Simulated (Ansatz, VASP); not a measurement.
**MgB2: VASP beside Ansatz**

INCAR

```
SYSTEM = MgB2
  ALGO = Fast
  EDIFF = 1E-8
  ENCUT = 520
  GGA = PE
  ISIF = 2
  ISMEAR = 0
  LASPH = .TRUE.
  LCHARG = .FALSE.
  LEFG = .TRUE.
  LREAL = .FALSE.
  LWAVE = .FALSE.
  NELM = 100
  PREC = Accurate
  SIGMA = 0.02
```

The input KPOINTS:

```
k-points
0
G
  10 10 8
  0 0 0
```

File POSCAR:

```
MgB2
1.0
    3.0850000000      0.0000000000      0.0000000000
   -1.5425000000      2.6716883707      0.0000000000
    0.0000000000      0.0000000000      3.5230000000
Mg B
1 2
Direct
    0.0000000000      0.0000000000      0.0000000000
    0.6666666667      0.3333333333      0.5000000000
    0.3333333333      0.6666666667      0.5000000000
```

Contents of input.yaml:

```yaml
crystal:
  lattice:
    - [3.085, 0.0, 0.0]
    - [-1.5425, 2.6716883707, 0.0]
    - [0.0, 0.0, 3.523]
  atoms:
    - { symbol: Mg, position: [0.0, 0.0, 0.0] }
    - { symbol: B, position: [0.6666666667, 0.3333333333, 0.5] }
    - { symbol: B, position: [0.3333333333, 0.6666666667, 0.5] }
hamiltonian:
  xc: pbe
  pseudopotentials: { kind: paw }
kpoints:
  mp_grid: { grid: [10, 10, 8] }
scf:
  occupations: { method: gaussian, width: 0.02 }
output:
  forces: true
  stress: true
  eigenvalues: true
```

Alike in both runs: functional PBE; k mesh 10 × 10 × 8; occupations gaussian, width 0.02 eV; no spin polarisation.

|  | VASP | Ansatz |
| --- | --- | --- |
| version | VASP 6.6.1 | Ansatz 0.2.0 |
| potentials or method | VASP PAW PBE potentials, release 64 (Mg, B) | Ansatz PAW |
| plane-wave cutoff (eV) | 520 | 420 |
| valence electrons in the cell | 8 | 16 |
| task | electric field gradients | single point |

```tsv
	VASP	Ansatz	Ansatz less VASP
gap on the k mesh at the Fermi level (eV)	none	none	-
pressure (GPa)	-1.1	-0.9	+0.25
largest component of the traceless stress (GPa)	0.63	0.53	-0.105
```

A gap of «none» marks a metal or a gap that the smearing closes. The functional is the same, so the differences come from potentials, cutoffs and numerics. The two sets of potentials don't hold the same shells in valence.
